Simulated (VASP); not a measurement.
# CdSe (F-43m) in VASP: single point with PBE0

Aim: the single point of CdSe with PBE0.

All numbers are computed with VASP 6.6.1; they aren't measurements. Logs are shortened: lines on timing, memory, paths and dates and some standing lists are left out, and cuts for length are marked.

**1. The crystal as given**

It takes space group F-43m (No. 216, cubic). The conventional cell has a = 6.093 Å, b = 6.093 Å, c = 6.093 Å, α = 90.00°, β = 90.00°, γ = 90.00°. Cd (site symmetry -43m) has 4 Se at 2.64 Å as nearest neighbours. Se (site symmetry -43m) is surrounded by 4 Cd at 2.64 Å.

Measurements of this composition are mostly on another form, of space group No. 186.

**2. Single point, PBE0**

The input, POSCAR:

```
CdSe
1.0
    0.0000000000      3.0463900000      3.0463900000
    3.0463900000      0.0000000000      3.0463900000
    3.0463900000      3.0463900000      0.0000000000
Cd Se
1 1
Direct
    0.0000000000      0.0000000000      0.0000000000
    0.2500000000      0.2500000000      0.2500000000
```

The input, INCAR.step1:

```
PREC = Accurate
ENCUT = 520
EDIFF = 1E-5
ISMEAR = 0
SIGMA = 0.02
LREAL = False
LASPH = True
NELM = 80
ALGO = Normal
ISIF = 2
LWAVE = True
LCHARG = False
GGA = PE
```

The input, INCAR.step2:

```
PREC = Accurate
ENCUT = 520
EDIFF = 1E-6
ISMEAR = 0
SIGMA = 0.02
LREAL = False
LASPH = True
NELM = 80
ALGO = Normal
ISIF = 2
LWAVE = False
LCHARG = False
GGA = PE
LHFCALC = True
AEXX = 0.25
PRECFOCK = Fast
ISTART = 1
```

The input, KPOINTS:

```
Automatic mesh
0
Gamma
  6 6 6
```

Potentials or basis: VASP PAW PBE potentials, release 64 (Cd, Se).

The run is started by

```bash
$ cat potpaw_PBE.64/Cd/POTCAR potpaw_PBE.64/Se/POTCAR > POTCAR
$ cp INCAR.step1 INCAR
$ mpirun -np 1 vasp_std > vasp.out
$ cp INCAR.step2 INCAR
$ mpirun -np 1 vasp_std > vasp.out
```

OUTCAR:

```text
PREC = Accurate
   ENCUT = 520
   EDIFF = 1E-6
   ISMEAR = 0
   LREAL = False
   LASPH = True
   NELM = 80
   ISIF = 2
   GGA = PE
   LHFCALC = True
   AEXX = 0.25
   PRECFOCK = Fast
   ISTART = 1

 ion  position               nearest neighbor table
   1  0.000  0.000  0.000-   2 2.64   2 2.64   2 2.64   2 2.64
   2  0.250  0.250  0.250-   1 2.64   1 2.64   1 2.64   1 2.64

  LATTYP: Found a face centered cubic cell.
 ALAT       =     6.0927800000

  Lattice vectors:

 A1 = (   0.0000000000,   3.0463900000,   3.0463900000)
 A2 = (   3.0463900000,   0.0000000000,   3.0463900000)
 A3 = (   3.0463900000,   3.0463900000,   0.0000000000)

Analysis of symmetry for initial positions (statically):
=====================================================================
 Subroutine PRICEL returns:
 Original cell was already a primitive cell.

 Routine SETGRP: Setting up the symmetry group for a
 face centered cubic supercell.

 Subroutine GETGRP returns: Found 24 space group operations
 (whereof 24 operations were pure point group operations)
 out of a pool of 48 trial point group operations.

The static configuration has the point symmetry T_d .

Analysis of symmetry for dynamics (positions and initial velocities):
=====================================================================
 Subroutine PRICEL returns:
 Original cell was already a primitive cell.

 Routine SETGRP: Setting up the symmetry group for a
 face centered cubic supercell.

 Subroutine GETGRP returns: Found 24 space group operations
 (whereof 24 operations were pure point group operations)
 out of a pool of 48 trial point group operations.

The dynamic configuration has the point symmetry T_d .

 Subroutine INISYM returns: Found 24 space group operations
 (whereof 24 operations are pure point group operations),
 and found     1 'primitive' translations

----------------------------------------------------------------------------------------

                                     Primitive cell

  volume of cell :      56.5440

  direct lattice vectors                    reciprocal lattice vectors
     0.000000000  3.046390000  3.046390000    -0.164128690  0.164128690  0.164128690
     3.046390000  0.000000000  3.046390000     0.164128690 -0.164128690  0.164128690
     3.046390000  3.046390000  0.000000000     0.164128690  0.164128690 -0.164128690

  length of vectors
     4.308246054  4.308246054  4.308246054     0.284279230  0.284279230  0.284279230

  position of ions in fractional coordinates (direct lattice)
     0.000000000  0.000000000  0.000000000
     0.250000000  0.250000000  0.250000000

  ion indices of the primitive-cell ions
   primitive index   ion index
                 1           1
                 2           2

----------------------------------------------------------------------------------------

 KPOINTS: Automatic mesh

Automatic generation of k-mesh.
 Grid dimensions read from file:
 generate k-points for:    6    6    6

 Generating k-lattice:

  Cartesian coordinates                     Fractional coordinates (reciprocal lattice)
    -0.027354782  0.027354782  0.027354782     0.166666667  0.000000000  0.000000000
     0.027354782 -0.027354782  0.027354782     0.000000000  0.166666667  0.000000000
     0.027354782  0.027354782 -0.027354782     0.000000000  0.000000000  0.166666667

  Length of vectors
     0.047379872  0.047379872  0.047379872

  Shift w.r.t. Gamma in fractional coordinates (k-lattice)
     0.000000000  0.000000000  0.000000000

 Subroutine IBZKPT returns following result:
 ===========================================

 Found     16 irreducible k-points:

 Following reciprocal coordinates:
            Coordinates               Weight
  0.000000  0.000000  0.000000      1.000000
  0.166667  0.000000  0.000000      8.000000
  0.333333  0.000000  0.000000      8.000000
  0.500000  0.000000  0.000000      4.000000
  0.166667  0.166667  0.000000      6.000000
  0.333333  0.166667  0.000000     24.000000
[... 8 lines left out ...]
 -0.333333  0.333333  0.166667     24.000000
 -0.333333  0.500000  0.166667     12.000000
   k-points           NKPTS =     16   k-points in BZ     NKDIM =    216   number of bands    NBANDS=     13
   number of dos      NEDOS =    301   number of ions     NIONS =      2
   total plane-waves  NPLWV =  32768
   dimension x,y,z NGX =    32 NGY =   32 NGZ =   32
   dimension x,y,z NGXF=    64 NGYF=   64 NGZF=   64
   ions per type =               1   1
   NGX,Y,Z   is equivalent  to a cutoff of  12.35, 12.35, 12.35 a.u.
   NGXF,Y,Z  is equivalent  to a cutoff of  24.70, 24.70, 24.70 a.u.
 SYSTEM =  unknown system
   PREC   = accura    normal or accurate (medium, high low for compatibility)
   ISTART =      1    job   : 0-new  1-cont  2-samecut
   ICHARG =      0    charge: 1-file 2-atom 10-const
   ISPIN  =      1    spin polarized calculation?
   LNONCOLLINEAR =      F non collinear calculations
   LSORBIT =      F    spin-orbit coupling
   LASPH  =      T    aspherical Exc in radial PAW
   ENCUT  =  520.0 eV  38.22 Ry    6.18 a.u.   8.01  8.01  8.01*2*pi/ulx,y,z
   NELM   =     80;   NELMIN=  2; NELMDL=  0     # of ELM steps
   EDIFF  = 0.1E-05   stopping-criterion for ELM
   LREAL  =      F    real-space projection
   EDIFFG = 0.1E-04   stopping-criterion for IOM
   NSW    =      0    number of steps for IOM
   IBRION =     -1    ionic relax: 0-MD 1-quasi-New 2-CG
   NFREE  =      0    steps in history (QN), initial steepest desc. (CG)
   ISIF   =      2    stress and relaxation
   ISYM   =      3    0-nonsym 1-usesym 2-fastsym
   POTIM  = 0.5000    time-step for ionic-motion
   TEBEG  =    0.0;   TEEND  =   0.0 temperature during run
   PSTRESS=    0.0 pullay stress
   NELECT =      18.0000    total number of electrons
   NUPDOWN=      -1.0000    fix difference up-down
   EMIN   =  10.00;   EMAX   =-10.00  energy-range for DOS
   EFERMI =   0.00;   METHOD = LEGACY
   ISMEAR =     0;   SIGMA  =   0.02  broadening in eV -4-tet -1-fermi 0-gaus
   EFERMI_NEDOS =   21; number of points for ismear=-14 and -15
   IALGO  =     38    algorithm
   IMIX   =      1    mixing-type and parameters
     AMIX     =   0.40;   BMIX     =  1.00
     AMIX_MAG =   1.60;   BMIX_MAG =  1.00
  volume/ion in A,a.u.               =      28.27       190.79
  Fermi-wavevector in a.u.,A,eV,Ry     =   1.117816  2.112365 17.000639  1.249512
  Thomas-Fermi vector in A             =   2.254442
   LORBIT       =      0    0 simple, 1 ext, 2 COOP (PROOUT), +10 PAW based schemes
   GGA     = PE    functional components
   LHFCALC =     T    Hartree Fock is set to
   PRECFOCK=fast      Normal, Fast or Accurate (Low or Medium for compatibility)
   ENCUT4O =  -1.0   cutoff for four orbital integrals eV
   NKREDX  =     1    reduce k-point grid by
   NKREDY  =     1    reduce k-point grid by
   NKREDZ  =     1    reduce k-point grid by
   AEXX    =    0.2500 exact exchange contribution
   HFSCREEN=    0.0000 screening length (either q_TF or 0.3 A-1)
   HFSCREENC=   0.0000 screening length for correlation (either q_TF or 0.3 A-1)
   ENCUTFOCK=  -1.0 apply spherical cutoff to Coloumb kernel
   IVDW    =     0    specifies the selected vdW correction
   LEPSILON=     F    determine dielectric tensor
   LRPA    =     F    only Hartree local field effects (RPA)
 non-spin polarized calculation
 Gauss-broadening in eV      SIGMA  =   0.02
  energy-cutoff  :      520.00
  volume of cell :       56.54
 maximum number of plane-waves:      1536
  NGX = 18; NGY = 18; NGZ = 18

 number of electron      18.0000004 magnetization

 Free energy of the ion-electron system (eV)
  ---------------------------------------------------
  ext. energy  EPLUGINS =         0.00000000
  ---------------------------------------------------
  free energy    TOTEN  =        -7.38975706 eV

  energy without entropy =       -7.38975706  energy(sigma->0) =       -7.38975706

 E-fermi :   0.0965     XC(G=0):  -7.0010

 val. band max:       -0.0476418284   @ k =   0.0000   0.0000   0.0000
 cond. band min:       2.1171410926   @ k =   0.0000   0.0000   0.0000
 fundamental gap:      2.1647829210
 Fermi energy:         0.0964744470

 k-point     1 :       0.0000    0.0000    0.0000
  band No.  band energies     occupation
      1     -13.7993      2.00000
      2      -9.2313      2.00000
      3      -9.2313      2.00000
      4      -9.2313      2.00000
      5      -8.8592      2.00000
      6      -8.8592      2.00000
      7      -0.0476      2.00000
      8      -0.0476      2.00000
      9      -0.0476      2.00000
     10       2.1171      0.00000
     11       7.6412      0.00000
     12       7.6412      0.00000
     13       7.6412      0.00000

 k-point     2 :       0.1667    0.0000    0.0000
  band No.  band energies     occupation
      1     -13.6989      2.00000
      2      -9.2033      2.00000
      3      -9.2033      2.00000
      4      -9.1326      2.00000
      5      -8.8603      2.00000
      6      -8.8603      2.00000
      7      -1.7728      2.00000
      8      -0.2741      2.00000
      9      -0.2741      2.00000
     10       3.4217      0.00000
     11       7.3850      0.00000
     12       7.9892      0.00000
     13       7.9892      0.00000

 k-point     3 :       0.3333    0.0000    0.0000
  band No.  band energies     occupation
      1     -13.4968      2.00000
      2      -9.1559      2.00000
      3      -9.1559      2.00000
      4      -8.8512      2.00000
      5      -8.8512      2.00000
      6      -8.8101      2.00000
      7      -3.8268      2.00000
      8      -0.6764      2.00000
      9      -0.6764      2.00000
     10       4.0201      0.00000
     11       8.2211      0.00000
     12       8.2211      0.00000
     13       8.3006      0.00000

 k-point     4 :       0.5000    0.0000    0.0000
  band No.  band energies     occupation
      1     -13.3960      2.00000
      2      -9.1384      2.00000
      3      -9.1384      2.00000
      4      -8.8392      2.00000
      5      -8.8392      2.00000
      6      -8.5302      2.00000
      7      -4.7715      2.00000
      8      -0.8582      2.00000
      9      -0.8582      2.00000
     10       4.0041      0.00000
     11       8.1318      0.00000
     12       8.1318      0.00000
     13       9.1421      0.00000

 k-point     5 :       0.1667    0.1667    0.0000
  band No.  band energies     occupation
      1     -13.6659      2.00000
      2      -9.1744      2.00000
      3      -9.1744      2.00000
      4      -9.1411      2.00000
      5      -8.8748      2.00000
      6      -8.8458      2.00000
      7      -1.7502      2.00000
      8      -0.6457      2.00000
      9      -0.6457      2.00000
     10       3.9940      0.00000
     11       6.5192      0.00000
     12       8.5456      0.00000
     13       8.5456      0.00000
[... 129 lines left out ...]
 k-point    14 :       0.5000    0.3333    0.1667
  band No.  band energies     occupation
      1     -13.3676      2.00000
      2      -9.0889      2.00000
      3      -9.0778      2.00000
      4      -8.9227      2.00000
      5      -8.8354      2.00000
      6      -8.5782      2.00000
      7      -3.9551      2.00000
      8      -2.2060      2.00000
      9      -1.4066      2.00000
     10       5.9318      0.00000
     11       6.4719      0.00000
     12       7.9141      0.00000
     13      10.3122      0.00000

 k-point    15 :      -0.3333    0.3333    0.1667
  band No.  band energies     occupation
      1     -13.3033      2.00000
      2      -9.0800      2.00000
      3      -9.0540      2.00000
      4      -8.8923      2.00000
      5      -8.8497      2.00000
      6      -8.3822      2.00000
      7      -4.3537      2.00000
      8      -2.5571      2.00000
      9      -1.7218      2.00000
     10       6.1877      0.00000
     11       6.8780      0.00000
     12       8.3527      0.00000
     13      10.1576      0.00000

 k-point    16 :      -0.3333    0.5000    0.1667
  band No.  band energies     occupation
      1     -13.2719      2.00000
      2      -9.0399      2.00000
      3      -9.0326      2.00000
      4      -8.9240      2.00000
      5      -8.8341      2.00000
      6      -8.3514      2.00000
      7      -4.3354      2.00000
      8      -2.3805      2.00000
      9      -2.3250      2.00000
     10       5.8762      0.00000
     11       6.4008      0.00000
     12       9.3848      0.00000
     13       9.7601      0.00000

------------------------ aborting loop because EDIFF is reached ----------------------------------------

  FORCE on cell =-STRESS in cart. coord.  units (eV):
  Direction    XX          YY          ZZ          XY          YZ          ZX
  --------------------------------------------------------------------------------------
  -------------------------------------------------------------------------------------
  Total        0.4861010      0.4861010      0.4861010     -0.0000000     -0.0000000      0.0000000
  in kB       13.7736986     13.7736986     13.7736986     -0.0000000     -0.0000000      0.0000000
  external PRESSURE =      13.7736986 kB  Pullay stress =       0.0000000 kB

 VOLUME and BASIS-vectors are now :
 -----------------------------------------------------------------------------
  energy-cutoff  :      520.00
  volume of cell :       56.54
      direct lattice vectors                 reciprocal lattice vectors
     0.000000000  3.046390000  3.046390000    -0.164128690  0.164128690  0.164128690
     3.046390000  0.000000000  3.046390000     0.164128690 -0.164128690  0.164128690
     3.046390000  3.046390000  0.000000000     0.164128690  0.164128690 -0.164128690

 POSITION                                       TOTAL-FORCE (eV/Angst)
 -----------------------------------------------------------------------------------
      0.00000      0.00000      0.00000        -0.000000     -0.000000     -0.000000
      1.52320      1.52320      1.52320         0.000000      0.000000      0.000000
 -----------------------------------------------------------------------------------
    total drift:                                0.000030      0.000031      0.000021

  FREE ENERGIE OF THE ION-ELECTRON SYSTEM (eV)
  ---------------------------------------------------
  free  energy   TOTEN  =        -7.3897570648 eV

  energy  without entropy=       -7.3897570648  energy(sigma->0) =       -7.38975706
```

Run time: 13 min. Hardware: 1 thread of Intel Xeon Platinum 8488C (Sapphire Rapids), shared host; peak memory 0.21 GiB.

Results:

```
Free energy            : -7.3898 eV
Pressure               : 1.4 GPa
Band gap on the k mesh : 2.16 eV, direct
```

Caveat: the PAW data sets were made with another functional, which shifts forces and pressure a little.
